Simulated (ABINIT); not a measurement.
## BN (P6_3mc): G0W0 in ABINIT against the bands in the screening

How does the gap of BN (P6_3mc) converge in the bands in the screening?

Calculated with ABINIT 10.8.3; PBEsol and many-body steps on it, plane waves.

The database entry behind the starting cell has ideal inner coordinates that were not refined, so it need not match the best structure at ambient conditions.

### Step 1. Starting point

It takes space group P6_3mc (No. 186, hexagonal). The conventional cell has a = 2.536 Å, b = 2.536 Å, c = 4.199 Å, α = 90.00°, β = 90.00°, γ = 120.00°. B has 4 N at 1.56 to 1.57 Å nearest. N has 4 B at 1.56 to 1.57 Å nearest. Farther neighbours and most contacts between anions are not listed.

The cell and positions come from the Crystallography Open Database and are kept as given unless a step says otherwise. This is not the form that BN usually takes at ambient conditions.

### Step 2. Screening, 3×3×2 mesh, 16 bands, screening to 106.1 eV

This step: ABINIT 10.8.3; RPA screening on PBEsol, plane waves, norm-conserving pseudopotentials.

The RPA dielectric matrix is built and inverted for each q.

run.abi

```
acell 3*1.0 Angstrom
rprim 
  2.536000000002 -0.000000000000 0.000000000000
  -1.268000000000 2.196240423999 0.000000000000
  0.000000000000 0.000000000000 4.199000000000
ntypat 2
znucl 5 7
natom 4
typat 1 1 2 2
xred 
  0.666666666667 0.333333333333 0.000000000000
  0.333333333333 0.666666666667 0.500000000000
  0.666666666667 0.333333333333 0.375000000000
  0.333333333333 0.666666666667 0.875000000000
pp_dirpath "pseudos"
pseudos "B.upf, N.upf"
ecut 36
ngkpt 3 3 2
nshiftk 1
shiftk 0 0 0
kptopt 1
chksymbreak 0
istwfk *1
occopt 1
irdwfk 1
optdriver 3
nband 16
ecuteps 3.9
inclvkb 2
awtr 1
symchi 1
indata_prefix "in"
outdata_prefix "out"
tmpdata_prefix "tmp"
```

Started as:

```
OMP_NUM_THREADS=1 mpirun -n 4 abinit run.abi > log
```

The program printed:

```text
.Version 10.8.3 of ABINIT. v10.8.2 released Aug 2026.

 Symmetries : space group P6_3 m c (#186); Bravais hP (primitive hexag.)
[... echo of the input left out ...]
== DATASET  1 ==================================================================
-   mpi_nproc: 4, omp_nthreads: 1 (-1 if OMP is not activated)

--- !DatasetInfo
iteration_state: {dtset: 1, }
dimensions: {natom: 4, nkpt: 6, mband: 16, nsppol: 1, nspinor: 1, nspden: 1, mpw: 1677, }
cutoff_energies: {ecut:  36.0, pawecutdg:  -1.0, }
electrons: {nelect:   1.60000000E+01, charge:   0.00000000E+00, occopt:   1.00000000E+00, tsmear:   1.00000000E-02, }

 SCREENING: Calculation of the susceptibility and dielectric matrices

 Based on a program developped by R.W. Godby, V. Olevano, G. Onida, and L. Reining.
 Incorporated in ABINIT by V. Olevano, G.-M. Rignanese, and M. Torrent.
.Using double precision arithmetic ; gwpc =  8

[... cell and pseudopotentials left out ...]
--------------------------------------------------------------------------------

 ==== K-mesh for the wavefunctions ====
 Number of points in the irreducible wedge :     6
[... list of points left out ...]
 Together with 12 symmetry operations and time-reversal symmetry
 yields    18 points in the full Brillouin Zone.

 ==== Q-mesh for the screening function ====
 Number of points in the irreducible wedge :     6
[... list of points left out ...]
 Together with 12 symmetry operations and time-reversal symmetry
 yields    18 points in the full Brillouin Zone.

 setmesh: FFT mesh size selected  =    15x   15x   30
          total number of points  =         6750

 vcoul_init : cutoff-mode = AUXILIARY_FUNCTION
 q-points for optical limit:   1
     1)      0.000010    0.000020    0.000030

- screening: taking advantage of time-reversal symmetry
- Maximum band index for partially occupied states nbvw = 8
- Remaining bands to be divided among processors   nbcw = 8
- Number of bands treated by each node ~2

 Number of electrons calculated from density =   16.0000; Expected =   16.0000
 average of density, n =  0.101379
 r_s =    1.3304
 omega_plasma =   30.7135 [eV]

 calculating chi0 at frequencies [eV] :
  1    0.000000E+00    0.000000E+00
  2    0.000000E+00    3.071353E+01

--------------------------------------------------------------------------------
  q-point number  1        q = ( 0.000000, 0.000000, 0.000000) [r.l.u.]
--------------------------------------------------------------------------------
[... chi0 elements left out ...]
 For q-point:  0.000010 0.000020 0.000030
  dielectric constant =   5.0717
  dielectric constant without local fields =   5.2639

  Average fulfillment of the sum rule on Im[epsilon] for q-point    1 :     22.82  [%]
[... wings left out ...]
  q-point number  2        q = ( 0.333333, 0.000000, 0.000000) [r.l.u.]
--------------------------------------------------------------------------------
[... chi0 elements left out ...]
  Average fulfillment of the sum rule on Im[epsilon] for q-point    2 :     32.85  [%]

 [... 4 further q-points ...]
```

It took 3.1 s on 4 MPI ranks of Arm Neoverse N1, shared host; peak memory 0.22 GiB; 12 s of CPU time.

This step gave:

```
ε∞ with local fields, on this mesh, along the program's q direction : 5.072
the same without local fields                                       : 5.264
plasma frequency                                                    : 30.71 eV
plane waves in the screening matrix                                 : 55
```

Local fields lower ε∞ by 4 %. On a Γ-centred mesh this coarse the value itself is usually too large, while a short band sum pulls it down.

### Step 3. 16 bands

The self-energy is evaluated for the states that the input lists, and the levels follow from it, in one-shot runs by the linearised quasiparticle equation.

This step: G0W0 on PBEsol, plane waves, norm-conserving pseudopotentials.

run.abi: that of step 2 with these lines changed.

```diff
@@ -25,8 +25,17 @@
 irdwfk 1
-optdriver 3
-nband 16
+optdriver 4
+nband 17
+gwcalctyp 0
+ecutsigx 36
+symsigma 1
+nkptgw 2
+kptgw 
+  0.0000000000 0.0000000000 0.0000000000
+  0.3333333333 0.3333333333 0.0000000000
+bdgw 
+  7 10
+  7 11
 ecuteps 3.9
-inclvkb 2
-awtr 1
-symchi 1
+irdscr 1
+ppmodel 1
 indata_prefix "in"
```

The program printed:

```text
.Version 10.8.3 of ABINIT. v10.8.2 released Aug 2026.

 Symmetries : space group P6_3 m c (#186); Bravais hP (primitive hexag.)
[... echo of the input left out ...]
== DATASET  1 ==================================================================
-   mpi_nproc: 4, omp_nthreads: 1 (-1 if OMP is not activated)

--- !DatasetInfo
iteration_state: {dtset: 1, }
dimensions: {natom: 4, nkpt: 6, mband: 17, nsppol: 1, nspinor: 1, nspden: 1, mpw: 1677, }
cutoff_energies: {ecut:  36.0, pawecutdg:  -1.0, }
electrons: {nelect:   1.60000000E+01, charge:   0.00000000E+00, occopt:   1.00000000E+00, tsmear:   1.00000000E-02, }

 SIGMA: Calculation of the GW corrections

 Based on a program developped by R.W. Godby, V. Olevano, G. Onida, and L. Reining.
 Incorporated in ABINIT by V. Olevano, G.-M. Rignanese, and M. Torrent.
.Using double precision arithmetic ; gwpc =  8

[... cell and pseudopotentials left out ...]
--------------------------------------------------------------------------------

 ==== K-mesh for the wavefunctions ====
 Number of points in the irreducible wedge :     6
[... list of points left out ...]
 Together with 12 symmetry operations and time-reversal symmetry
 yields    18 points in the full Brillouin Zone.

 ==== Q-mesh for screening function ====
 Number of points in the irreducible wedge :     6
[... list of points left out ...]
 Together with 12 symmetry operations and time-reversal symmetry
 yields    18 points in the full Brillouin Zone.

 vcoul_init : cutoff-mode = AUXILIARY_FUNCTION
 q-points for optical limit:   1
     1)      0.000010    0.000020    0.000030
 setmesh: FFT mesh size selected  =    27x   27x   48
          total number of points  =        34992

 Number of electrons calculated from density =   16.0000; Expected =   16.0000
 average of density, n =  0.101379
 r_s =    1.3304
 omega_plasma =   30.7135 [eV]

 === KS Band Gaps ===
  >>>> For spin  1
   Minimum direct gap =   8.4459 [eV], located at k-point      :   0.0000  0.0000  0.0000
   Fundamental gap    =   5.0411 [eV], Top of valence bands at :   0.0000  0.0000  0.0000
                                       Bottom of conduction at :   0.3333  0.3333  0.0000
 SIGMA fundamental parameters:
 PLASMON POLE MODEL  1
 number of plane-waves for SigmaX                 1677
 number of plane-waves for SigmaC and W             55
 number of plane-waves for wavefunctions          1677
 number of bands                                    17
 number of independent spin polarizations            1
 number of spinorial components                      1
 number of k-points in IBZ                           6
 number of q-points in IBZ                           6
 number of symmetry operations                      12
 number of k-points in BZ                           18
 number of q-points in BZ                           18
 number of frequencies for dSigma/dE                 9
 frequency step for dSigma/dE [eV]                0.25
 number of omega for Sigma on real axis              0
 max omega for Sigma on real axis  [eV]           0.00
 zcut for avoiding poles [eV]                     0.10

 EPSILON^-1 parameters (SCR file):
 dimension of the eps^-1 matrix on file             55
 dimension of the eps^-1 matrix used                55
 number of plane-waves for wavefunctions          1677
 number of bands                                    16
 number of q-points in IBZ                           6
 number of frequencies                               2
 number of real frequencies                          1
 number of imag frequencies                          1

 matrix elements of self-energy operator (all in [eV])

 Perturbative Calculation

--- !SelfEnergy_ee
iteration_state: {dtset: 1, }
kpoint     : [   0.000,    0.000,    0.000, ]
spin       : 1
KS_gap     :    8.446
QP_gap     :   11.032
Delta_QP_KS:    2.586
data: !SigmaeeData |
     Band     E0 <VxcDFT>   SigX SigC(E0)      Z dSigC/dE  Sig(E)    E-E0       E
        7   8.522 -18.525 -22.211   4.098   0.836  -0.197 -18.181   0.344   8.866
        8   8.522 -18.525 -22.211   4.098   0.836  -0.197 -18.181   0.344   8.866
        9  16.968 -13.576  -6.745  -3.414   0.857  -0.166 -10.646   2.930  19.898
       10  16.968 -13.576  -6.745  -3.414   0.857  -0.166 -10.646   2.930  19.898

--- !SelfEnergy_ee
iteration_state: {dtset: 1, }
kpoint     : [   0.333,    0.333,    0.000, ]
spin       : 1
KS_gap     :   10.530
QP_gap     :   13.126
Delta_QP_KS:    2.596
data: !SigmaeeData |
     Band     E0 <VxcDFT>   SigX SigC(E0)      Z dSigC/dE  Sig(E)    E-E0       E
        7   3.033 -16.107 -21.018   4.562   0.818  -0.222 -16.392  -0.284   2.749
        8   3.033 -16.108 -21.018   4.562   0.818  -0.222 -16.392  -0.284   2.749
        9  13.563 -12.056  -6.379  -3.019   0.870  -0.150  -9.744   2.312  15.875
       10  22.069 -15.753  -7.525  -4.193   0.827  -0.209 -12.416   3.337  25.406
       11  22.069 -15.753  -7.525  -4.193   0.827  -0.209 -12.416   3.337  25.406

== END DATASET(S) ==============================================================
================================================================================

 -outvars: echo values of variables after computation  --------
           etotal      0.0000000000E+00
            nband          17
             nkpt           6
          spgroup         186
 [... the other variables as echoed above ...]

 Calculation completed.
```

It took 3.1 s on 4 MPI ranks; peak memory 0.23 GiB; 12 s of CPU time.

Numbers from this step:

```yaml
g0w0_gap_on_the_points_computed: 7.009 eV
starting_gap_on_the_mesh: 5.041 eV
k_of_the_valence_top: 0, 0, 0
k_of_the_conduction_bottom: 0.3333, 0.3333, 0
z_at_the_valence_top: 0.836
z_at_the_conduction_bottom: 0.87
least_direct_g0w0_gap_on_the_computed_points: 11.03 eV
```

The gap on the mesh goes from 5.04 eV to 7.01 eV, a correction of +1.97 eV.

### Step 4. Screening, 3×3×2 mesh, 17 bands, screening to 106.1 eV

This step: RPA screening on PBEsol, plane waves, norm-conserving pseudopotentials.

run.abi: that of step 3 with these lines changed.

```diff
@@ -25,17 +25,8 @@
 irdwfk 1
-optdriver 4
+optdriver 3
 nband 17
-gwcalctyp 0
-ecutsigx 36
-symsigma 1
-nkptgw 2
-kptgw 
-  0.0000000000 0.0000000000 0.0000000000
-  0.3333333333 0.3333333333 0.0000000000
-bdgw 
-  7 10
-  7 11
 ecuteps 3.9
-irdscr 1
-ppmodel 1
+inclvkb 2
+awtr 1
+symchi 1
 indata_prefix "in"
```

The program printed:

```text
.Version 10.8.3 of ABINIT. v10.8.2 released Aug 2026.

 Symmetries : space group P6_3 m c (#186); Bravais hP (primitive hexag.)
[... echo of the input left out ...]
== DATASET  1 ==================================================================
-   mpi_nproc: 4, omp_nthreads: 1 (-1 if OMP is not activated)

--- !DatasetInfo
iteration_state: {dtset: 1, }
dimensions: {natom: 4, nkpt: 6, mband: 17, nsppol: 1, nspinor: 1, nspden: 1, mpw: 1677, }
cutoff_energies: {ecut:  36.0, pawecutdg:  -1.0, }
electrons: {nelect:   1.60000000E+01, charge:   0.00000000E+00, occopt:   1.00000000E+00, tsmear:   1.00000000E-02, }

 SCREENING: Calculation of the susceptibility and dielectric matrices

 Based on a program developped by R.W. Godby, V. Olevano, G. Onida, and L. Reining.
 Incorporated in ABINIT by V. Olevano, G.-M. Rignanese, and M. Torrent.
.Using double precision arithmetic ; gwpc =  8

[... cell and pseudopotentials left out ...]
--------------------------------------------------------------------------------

 ==== K-mesh for the wavefunctions ====
 Number of points in the irreducible wedge :     6
[... list of points left out ...]
 Together with 12 symmetry operations and time-reversal symmetry
 yields    18 points in the full Brillouin Zone.

 ==== Q-mesh for the screening function ====
 Number of points in the irreducible wedge :     6
[... list of points left out ...]
 Together with 12 symmetry operations and time-reversal symmetry
 yields    18 points in the full Brillouin Zone.

 setmesh: FFT mesh size selected  =    15x   15x   30
          total number of points  =         6750

 vcoul_init : cutoff-mode = AUXILIARY_FUNCTION
 q-points for optical limit:   1
     1)      0.000010    0.000020    0.000030

- screening: taking advantage of time-reversal symmetry
- Maximum band index for partially occupied states nbvw = 8
- Remaining bands to be divided among processors   nbcw = 9
- Number of bands treated by each node ~2

 Number of electrons calculated from density =   16.0000; Expected =   16.0000
 average of density, n =  0.101379
 r_s =    1.3304
 omega_plasma =   30.7135 [eV]

 calculating chi0 at frequencies [eV] :
  1    0.000000E+00    0.000000E+00
  2    0.000000E+00    3.071353E+01

--------------------------------------------------------------------------------
  q-point number  1        q = ( 0.000000, 0.000000, 0.000000) [r.l.u.]
--------------------------------------------------------------------------------
[... chi0 elements left out ...]
 For q-point:  0.000010 0.000020 0.000030
  dielectric constant =   5.1137
  dielectric constant without local fields =   5.3149

  Average fulfillment of the sum rule on Im[epsilon] for q-point    1 :     24.49  [%]
[... wings left out ...]
  q-point number  2        q = ( 0.333333, 0.000000, 0.000000) [r.l.u.]
--------------------------------------------------------------------------------
[... chi0 elements left out ...]
  Average fulfillment of the sum rule on Im[epsilon] for q-point    2 :     36.24  [%]

 [... 4 further q-points ...]
```

Run time: 3.1 s. Hardware: 4 MPI ranks; peak memory 0.27 GiB.

This step gave:

```yaml
eps_infinity_with_local_fields_on_this_mesh_along_the_program_s_q_direction: 5.114
the_same_without_local_fields: 5.315
plasma_frequency: 30.71 eV
plane_waves_in_the_screening_matrix: 55
```

(Continued in part 2 of 2.)

[Paths, hosts, dates, memory and timing lines, banners, echoed tables and standing remarks are left out of the program output.]

[Logs are printed without paths, hosts, clocks, repeated set-up lines and the standing remarks that a program may print on its own settings, such as how far it seeks lower states.]

[Runs of the session that timed out or met a known fault of the program may be left out.]

[Hosts, paths, dates, database ids (printed as entryN), source tags and the programs' standing remarks are cut or masked in the printed files.]

[G0W0 gaps are taken among the corrected bands and points alone; a level outside them can change the order at an edge.]

[Where Ansatz stands beside ABINIT at settings called matched, ABINIT's density can come from a denser mesh and the files from another edition; pairs whose starting gaps differed by over 0.03 eV were left out, so agreement reads better than it is.]
